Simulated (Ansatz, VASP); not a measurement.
# BN in VASP and in Ansatz

```xyz
2
Lattice="0.0000 1.6680 1.8855 1.6680 0.0000 1.8855 1.6680 1.6680 0.0000" Properties=species:S:1:pos:R:3 pbc="T T T"
B     0.0000    0.0000    0.0000
N     2.5019    2.5019    2.8283
```

Change from the starting cell: strain -0.080 along x and y, +0.040 along z, atoms carried along.

Alike in both runs: task single point; functional PBE; k mesh 12 × 12 × 12; occupations gaussian, width 0.05 eV; no spin polarisation.

|  | VASP | Ansatz |
| --- | --- | --- |
| version | VASP 6.6.1 | Ansatz 0.2.0 |
| potentials or method | VASP PAW PBE potentials, release 64 (B, N) | scalar-relativistic, plane waves, PAW |
| plane-wave cutoff (eV) | 520 | 420 |
| valence electrons in the cell | 8 | 8 |

|  | VASP | Ansatz | Ansatz less VASP |
| --- | --- | --- | --- |
| gap on the k mesh at the Fermi level (eV) | 3.34 | 3.36 | +0.017 |
| least direct gap on the mesh (eV) | 8.48 | 8.49 | +0.008 |
| pressure (GPa) | 59.6 | 58.9 | -0.62 |
| largest component of the traceless stress (GPa) | 66.36 | 66.36 | +0.007 |

Caveats: so large a pressure means that the cell lies far from this level's equilibrium, or that cutoff or potentials fall short (VASP). A k mesh can miss the band edges.
